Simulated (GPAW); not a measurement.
Something may be wrong with this GPAW 26.7.0 calculation of Ir.

File run.py:

```python
from ase import Atoms
from ase.dft.bandgap import bandgap
from ase.io import write
from ase.units import GPa
from gpaw import GPAW, PW

atoms = Atoms(['Ir'],
              cell=[[0.06446927, 1.83735574, 1.75604886],
                    [1.94181314, 0.07743499, 1.74308315],
                    [2.17282487, 2.05540176, -0.15357675]],
              scaled_positions=[[0.0, 0.0, 0.0]],
              pbc=True)

calc = GPAW(mode=PW(600),
            xc='LDA',
            kpts={'size': (9, 9, 8), 'gamma': True},
            occupations={'name': 'gaussian', 'width': 0.05},
            nbands=16,
            convergence={'density': 1e-05, 'energy': 1e-05},
            maxiter=60,
            txt='gpaw.txt')
atoms.calc = calc
energy = atoms.get_potential_energy()
forces = atoms.get_forces()
stress = atoms.get_stress()
calc.write('gs.gpw')
write('result.traj', atoms)
print(f'Energy: {energy:.6f} eV')
print('Forces (eV/A):')
print(forces.round(4))
print('Stress (GPa):', (stress / GPa).round(3))
print('Fermi level:', round(calc.get_fermi_level(), 4), 'eV')
print(f'Gap: {bandgap(calc)[0]:.4f} eV, direct: {bandgap(calc, direct=True)[0]:.4f} eV')
```

Potentials or basis: the program's PAW data sets (release 1.2.1) made for this functional, pw.

The run is started by

```sh
$ OMP_NUM_THREADS=1 python run.py
```

gpaw.txt:

```text
__  _  _
 | _ |_)|_||  |
 |__||  | ||/\| - 26.7.0

Input parameters:
  mode=PW(ecut=600.0),
  convergence={'density': 1e-05, 'energy': 1e-05},
  kpts=MonkhorstPack(size=(9, 9, 8), gamma=True),
  maxiter=60,
  nbands=16,
  occupations=Occupations(name='gaussian', width=0.05),
  xc=XC(name='LDA')
```

On the terminal:

```text
ValueError: Unknown occupation number object name: gaussian
```

**Question.** How did it end, and where is the flaw?

**Answer.** The program refused the input. The input holds a flaw that was put in on purpose: smearing name that the code doesn't know (occupations = name gaussian, width 0.05).
